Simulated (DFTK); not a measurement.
# Pt (Im-3m) in DFTK: reference runs

Aim: a first look at Pt with PBE, on the cell as given and on a disturbed one.

Program: DFTK 0.8.2. These are calculated values, not measurements. Logs are shortened: lines on timing, memory, paths and dates and some standing lists are left out, and cuts for length are marked.

### 1 Starting point

Symmetry: Im-3m, No. 229, cubic system. Conventional cell: a = 3.168 Å, b = 3.168 Å, c = 3.168 Å, α = 90.00°, β = 90.00°, γ = 90.00°. Pt (site symmetry m-3m) is surrounded by 8 Pt at 2.74 Å.

This isn't the form of Pt at room conditions, which is fcc.

### 2 Single point, PBE

The input, run.jl:

```julia
using DFTK
using PseudoPotentialData
using Unitful, UnitfulAtomic
using LinearAlgebra, Printf
include("save.jl")
disable_threading()

# lattice vectors are the columns
lattice = austrip(1u"Å") * [      -1.58422        1.58422        1.58422;
                  1.58422       -1.58422        1.58422;
                  1.58422        1.58422       -1.58422]
symbols   = [:Pt]
positions = [[0.0, 0.0, 0.0]]
pseudopotentials = PseudoFamily("dojo.nc.sr.pbe.v0_4_1.standard.upf")
elements = Dict(s => ElementPsp(s, pseudopotentials) for s in unique(symbols))
atoms    = [elements[s] for s in symbols]

build_model(lattice, positions; symmetries=true) =
    model_DFT(lattice, atoms, positions;
              functionals=PBE(),
              temperature=austrip(0.05u"eV"),
              smearing=Smearing.FermiDirac(),
              symmetries)
Ecut  = 42.0  # hartree
kgrid = [12, 12, 12]
tol   = 1e-6
to_GPa = ustrip(uconvert(u"GPa", 1u"hartree/bohr^3"))

model = build_model(lattice, positions)
basis = PlaneWaveBasis(model; Ecut, kgrid)
display(basis)
scfres = self_consistent_field(basis;
                               tol,
                               nbandsalg=AdaptiveBands(model; n_bands_converge=14))
display(scfres.energies)
@printf "Fermi level: %.6f eV\n" ustrip(auconvert(u"eV", something(scfres.εF, NaN)))
forces = compute_forces_cart(scfres)
println("Forces (eV/Å)")
for (s, f) in zip(symbols, forces)
    @printf "%-3s %12.6f %12.6f %12.6f\n" s ustrip.(auconvert.(u"eV/Å", f))...
end
stress = compute_stresses_cart(scfres)
println("Stress (GPa)")
display(round.(stress * to_GPa; digits=4))
println("Levels at the first k-point (eV): ", round.(ustrip.(auconvert.(u"eV", scfres.eigenvalues[1][1:scfres.n_bands_converge])); digits=4))
save_scf!(scfres; forces, stress)
```

Potentials or basis: dojo.nc.sr.pbe.v0_4_1.standard.upf (PBE).

The run is started by

```sh
julia --threads=1 run.jl  # save.jl only writes the numbers to a file and isn't shown; printed stress counts tension as positive; times include loading and compiling
```

What it wrote:

```text
PlaneWaveBasis discretization:

    Ecut                 : 42.0 Ha
    fft_size             : (36, 36, 36), 46656 total points
    kgrid                : MonkhorstPack([12, 12, 12])
    num.   red. kpoints  : 1728
    num. irred. kpoints  : 72

    Discretized Model(gga_x_pbe+gga_c_pbe, 3D):
        lattice (in Bohr)    : [-2.99374  , 2.99374   , 2.99374   ]
                               [2.99374   , -2.99374  , 2.99374   ]
                               [2.99374   , 2.99374   , -2.99374  ]
        unit cell volume     : 107.33 Bohr³

        atoms                : Pt
        pseudopot. family    : PseudoFamily("dojo.nc.sr.pbe.v0_4_1.standard.upf")

        num. electrons       : 18
        spin polarization    : none
        temperature          : 0.0018375 Ha
        smearing             : DFTK.Smearing.FermiDirac()

        terms                : Kinetic()
                               AtomicLocal()
                               AtomicNonlocal()
                               Ewald(nothing)
                               PspCorrection()
                               Hartree()
                               Xc(gga_x_pbe, gga_c_pbe)
                               Entropy()
n     Energy            log10(ΔE)   log10(Δρ)   Diag   Δtime
---   ---------------   ---------   ---------   ----   ------
  1   -130.5709321239                   -0.83    4.7    7.78s
  2   -130.5857901337       -1.83       -1.19    1.0    4.16s
  3   -130.5895047974       -2.43       -1.92    2.3    5.47s
  4   -130.5895291176       -4.61       -2.51    1.2    3.52s
  5   -130.5895348932       -5.24       -2.97    2.4    4.28s
  6   -130.5895351688       -6.56       -3.71    1.6    3.31s
  7   -130.5895352163       -7.32       -4.36    2.6    3.84s
  8   -130.5895352167       -9.41       -4.96    2.1    3.53s
  9   -130.5895352168      -10.31       -5.11    2.4    4.47s
 10   -130.5895352168      -10.45       -5.53    1.0    3.72s
 11   -130.5895352168      -11.15       -6.57    1.9    4.24s
Energy breakdown (in Ha):
    Kinetic             37.2973353
    AtomicLocal         -77.9831736
    AtomicNonlocal      7.9843647
    Ewald               -98.4647031
    PspCorrection       4.4511436
    Hartree             19.8939921
    Xc                  -23.7682642
    Entropy             -0.0002301

    total               -130.589535216828
Fermi level: 14.970456 eV
Forces (eV/Å)
Pt      0.000000     0.000000     0.000000
Stress (GPa)
3×3 StaticArraysCore.SMatrix{3, 3, Float64, 9} with indices SOneTo(3)×SOneTo(3):
 1.8843  0.0     0.0
 0.0     1.8843  0.0
 0.0     0.0     1.8843
Levels at the first k-point (eV): [-83.1645, -37.1085, -37.1085, -37.1085, 5.5938, 11.5918, 11.5918, 11.5918, 14.0588, 14.0588, 32.1089, 32.1089, 32.1089, 41.9703]
```

Run time: 97 s. Hardware: 1 thread of Intel Xeon 6975P-C (Granite Rapids), shared host; peak memory 1.8 GiB.

What came out:

```
Free energy            : -3553.5223 eV
Pressure               : -1.9 GPa
Band gap on the k mesh : none (metal or under the smearing width)
```

### 3 Single point, PBE (cell strained at random at fixed volume)

Changes to run.jl since step 2:

```diff
@@ -8,7 +8,7 @@
 # lattice vectors are the columns
-lattice = austrip(1u"Å") * [      -1.58422        1.58422        1.58422;
-                  1.58422       -1.58422        1.58422;
-                  1.58422        1.58422       -1.58422]
+lattice = austrip(1u"Å") * [     -1.517923       1.584375       1.523578;
+                 1.612567      -1.591215        1.59687;
+                 1.572658       1.617757      -1.551306]
 symbols   = [:Pt]
-positions = [[0.0, 0.0, 0.0]]
+positions = [[-0.012312, -0.008861, -0.012486]]
 pseudopotentials = PseudoFamily("dojo.nc.sr.pbe.v0_4_1.standard.upf")
```

Potentials or basis: dojo.nc.sr.pbe.v0_4_1.standard.upf (PBE).

The run is started by

```sh
julia --threads=1 run.jl  # save.jl only writes the numbers to a file and isn't shown; printed stress counts tension as positive; times include loading and compiling
```

What it wrote:

```text
PlaneWaveBasis discretization:

    Ecut                 : 42.0 Ha
    fft_size             : (32, 36, 32), 36864 total points
    kgrid                : MonkhorstPack([12, 12, 12])
    num.   red. kpoints  : 1728
    num. irred. kpoints  : 1728

    Discretized Model(gga_x_pbe+gga_c_pbe, 3D):
        lattice (in Bohr)    : [-2.86846  , 2.99403   , 2.87915   ]
                               [3.04731   , -3.00696  , 3.01765   ]
                               [2.97189   , 3.05712   , -2.93154  ]
        unit cell volume     : 107.33 Bohr³

        atoms                : Pt
        pseudopot. family    : PseudoFamily("dojo.nc.sr.pbe.v0_4_1.standard.upf")

        num. electrons       : 18
        spin polarization    : none
        temperature          : 0.0018375 Ha
        smearing             : DFTK.Smearing.FermiDirac()

        terms                : Kinetic()
                               AtomicLocal()
                               AtomicNonlocal()
                               Ewald(nothing)
                               PspCorrection()
                               Hartree()
                               Xc(gga_x_pbe, gga_c_pbe)
                               Entropy()
n     Energy            log10(ΔE)   log10(Δρ)   Diag   Δtime
---   ---------------   ---------   ---------   ----   ------
  1   -130.5703546749                   -0.82    3.9     102s
  2   -130.5853922423       -1.82       -1.20    1.0    57.5s
  3   -130.5890682028       -2.43       -1.93    2.3    89.9s
  4   -130.5890913633       -4.64       -2.52    1.2    60.5s
  5   -130.5890970909       -5.24       -2.98    2.5    77.5s
  6   -130.5890973774       -6.54       -3.72    1.6    66.4s
  7   -130.5890974234       -7.34       -4.38    2.6    87.5s
  8   -130.5890974238       -9.39       -5.01    2.2    82.7s
  9   -130.5890974239      -10.35       -5.17    2.3    80.3s
 10   -130.5890974239      -10.55       -5.67    1.0    76.4s
 11   -130.5890974239      -11.41       -6.80    2.0    68.7s
Energy breakdown (in Ha):
    Kinetic             37.2997032
    AtomicLocal         -78.0247699
    AtomicNonlocal      7.9846784
    Ewald               -98.4440763
    PspCorrection       4.4511432
    Hartree             19.9133876
    Xc                  -23.7689073
    Entropy             -0.0002563

    total               -130.589097423926
Fermi level: 14.994606 eV
Forces (eV/Å)
Pt      0.000000     0.000000    -0.000000
Stress (GPa)
3×3 StaticArraysCore.SMatrix{3, 3, Float64, 9} with indices SOneTo(3)×SOneTo(3):
 2.9291  0.1536  5.9516
 0.1536  0.1823  2.0295
 5.9516  2.0295  1.0287
Levels at the first k-point (eV): [-83.1651, -37.1205, -37.1049, -37.0983, 5.5936, 11.2188, 11.6367, 11.8972, 13.9063, 14.2405, 31.7261, 31.9244, 32.6824, 41.6305]
```

Run time: 37 min. Hardware: 1 thread of Intel Xeon Platinum 8375C at 2.90GHz (Ice Lake), shared host; peak memory 8.9 GiB.

What came out:

```
Free energy            : -3553.5104 eV
Pressure               : -1.4 GPa
Band gap on the k mesh : none (metal or under the smearing width)
```

Stress tensor (GPa, compression positive):
```
-2.93 -0.15 -5.95
-0.15 -0.18 -2.03
-5.95 -2.03 -1.03
```

Levels at points of the mesh, in eV from the Fermi level:
```tsv
k point	band 6	band 7	band 8	band 9	band 10	band 11	band 12	band 13
(0.00, 0.00, 0.00)	-3.78	-3.36	-3.10	-1.09	-0.75	16.73	16.93	17.69
(-0.50, 0.00, 0.00)	-4.68	-1.28	-0.65	0.11	0.97	5.98	13.53	16.50
(0.00, -0.50, 0.00)	-5.06	-0.85	-0.34	0.11	0.93	5.89	13.43	15.85
(-0.50, -0.50, 0.00)	-4.88	-1.10	-0.54	0.39	1.09	6.39	13.03	15.86
(0.00, 0.00, -0.50)	-4.88	-1.09	-0.52	0.35	1.04	6.34	13.20	15.78
(-0.50, 0.00, -0.50)	-4.80	-1.17	-0.71	0.71	1.28	6.93	12.87	15.27
(0.00, -0.50, -0.50)	-4.60	-1.36	-0.77	0.29	1.08	6.30	13.35	16.34
(-0.50, -0.50, -0.50)	-5.96	0.27	0.54	0.87	7.32	7.51	8.31	12.73
```

Spin-orbit coupling is left out, which matters for the levels of Pt.
